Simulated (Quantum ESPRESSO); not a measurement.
# GaP under changes of volume

One of the cells (20.240 Å³/atom); the others are scaled copies at fixed shape and fractional positions:

```
CELL_PARAMETERS angstrom
0.00000 2.72525 2.72525
2.72525 0.00000 2.72525
2.72525 2.72525 0.00000
ATOMIC_POSITIONS crystal
Ga 0.00000 0.00000 0.00000
P 0.75000 0.75000 0.75000
```

```yaml
Program: Quantum ESPRESSO 7.5
Functional: vdW-DF3-opt2
Potentials_or_basis: PseudoDojo 0.4.1 SR PBE standard
Cutoff: 1088 eV
Density_cutoff: 4354 eV
k_mesh: 8 × 8 × 8
Occupations: fermi-dirac, width 0.05 eV
Spin: no spin polarisation
```

| volume (Å³/atom) | energy over the lowest point (meV/atom) | pressure (GPa) | gap on the mesh (eV) |
| --- | --- | --- | --- |
| 19.026 | 27.61 | 6.7 | 1.46 |
| 19.431 | 13.34 | 4.5 | 1.50 |
| 19.836 | 4.34 | 2.6 | 1.53 |
| 20.240 | 0.06 | 0.8 | 1.54 |
| 20.645 | 0.00 | -0.8 | 1.48 |
| 21.050 | ? | ? | ? |
| 21.455 | 10.84 | -3.5 | 1.17 |

What does the run at 21.050 Å³/atom give?

Energy over the lowest point 3.73 meV/atom; pressure -2.2 GPa; gap on the mesh 1.33 eV.

Worked out: A Birch-Murnaghan fit of order 3 (a polynomial in V^(-2/3)) to the other rows has its minimum at 20.45 Å³/atom with B0 = V·E''(V) = 80 GPa and B' = 4.5. It gives 3.72 meV/atom at 21.050 Å³/atom, against the run's 3.73, and -dE/dV = -2.2 GPa, against -2.2. A parabola through the other rows of the gap, of slope -7.19 eV per unit of ln V there, gives 1.34 eV, against the run's 1.33.

Energies are extrapolated to zero smearing.

Caveats: the potentials were made for another functional, which shifts forces and pressure.

A mesh can miss the band edges. Spin-orbit coupling on Ga is left out.
